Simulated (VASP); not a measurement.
Input of a VASP 6.6.1 run:

The input POSCAR:

```
CrCuO2
1.0
    1.5068190549      0.8699623869      5.7167858605
   -1.5068190549      0.8699623869      5.7167858605
   -0.0000000000     -1.7399247739      5.7167858605
  Cr              Cu              O
     1     1     2
Direct
     0.5000000000000000    0.5000000000000000    0.5000000000000000
     0.0000000000000000    0.0000000000000000    0.0000000000000000
     0.1084543685375692    0.1084543685375692    0.1084543685375692
     0.8915456314624308    0.8915456314624308    0.8915456314624308
```

File INCAR.step1:

```
SYSTEM = CrCuO2
ALGO = Normal
EDIFF = 1E-8
EDIFFG = -0.002
ENCUT = 600
GGA = PE
IBRION = 2
ISIF = 2
ISMEAR = -1
ISPIN = 2
KPAR = 8
LASPH = .TRUE.
LCHARG = .FALSE.
LMAXMIX = 4
LORBIT = 11
LREAL = .FALSE.
LWAVE = .FALSE.
MAGMOM = 3 0 0 0
NELM = 150
NSW = 40
PREC = Accurate
SIGMA = 0.05
```

INCAR.step2

```
SYSTEM = CrCuO2
ALGO = Normal
EDIFF = 1E-8
ENCUT = 600
GGA = PE
IBRION = 6
ISIF = 2
ISMEAR = -1
ISPIN = 2
KPAR = 8
LASPH = .TRUE.
LCHARG = .FALSE.
LMAXMIX = 4
LORBIT = 11
LREAL = .FALSE.
LWAVE = .FALSE.
MAGMOM = 3 0 0 0
NELM = 150
NFREE = 2
NSW = 1
POTIM = 0.015
PREC = Accurate
SIGMA = 0.05
```

The input KPOINTS:

```
k-points
0
G
  8 8 8
  0 0 0
```

Potentials or basis: VASP PAW PBE potentials, release 64 (Cr_pv, Cu, O).

The run is started by

```sh
$ cat potpaw_PBE.64/Cr_pv/POTCAR potpaw_PBE.64/Cu/POTCAR potpaw_PBE.64/O/POTCAR > POTCAR
$ cp INCAR.step1 INCAR
$ mpirun -np 8 vasp_std > vasp.out
$ cp CONTCAR POSCAR
$ cp INCAR.step2 INCAR
$ mpirun -np 8 vasp_std > vasp.out
```

Problem. Estimate the highest phonon frequency at Γ, LO-TO splitting left out.

Solution. 655 cm⁻¹.

Problem. Estimate the site moments.

Solution. Cr +2.85; Cu +0.03; O -0.01 μB.

Problem. Predict the net moment.

Solution. 3.00 μB per cell.

Phonon frequencies in cm⁻¹ (negative: imaginary):
```
              q point                                frequencies
(0.000, 0.000, 0.000)  0 0 0 137 137 352 431 431 473 473 637 655
```
